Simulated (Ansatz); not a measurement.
The parent structure is Sb$_{2}$Te$_{3}$ in the Bi2Te3 type structure (space group R-3m, No. 166; a = 4.286 Å, c = 30.930 Å (hexagonal axes)).

Calculations: r2SCAN+rVV10 (Ansatz, an electronic-structure program; PAW; 500 eV plane waves; no spin-orbit coupling).

One change was made to it. Results:

The density goes up by 0.06 g/cm³ to 6.40 g/cm³; the band gap drops by 0.04 eV (0.27 eV → 0.23 eV).

### Question
Which of these changes matches the shifts?
(A) pressure −1 GPa
(B) pressure 10 GPa
(C) pressure 0.3 GPa

### Answer
C, pressure 0.3 GPa. For comparison, the band gap in the other runs: pressure 10 GPa gives zero; pressure −1 GPa gives 0.47 eV.

A case with no gap was solved on a k-mesh chosen for an insulator, which is coarse for it. Spin-orbit coupling, missing from the scalar runs, can matter with Sb and Te. Load acts through the strain it causes; cell and atoms are relaxed under it. Whether these cells are dynamically stable was not tested. No other phases were tried under pressure. The final runs are not spin-polarised. The zero or small gap of Sb2Te3 can change with the level of theory.
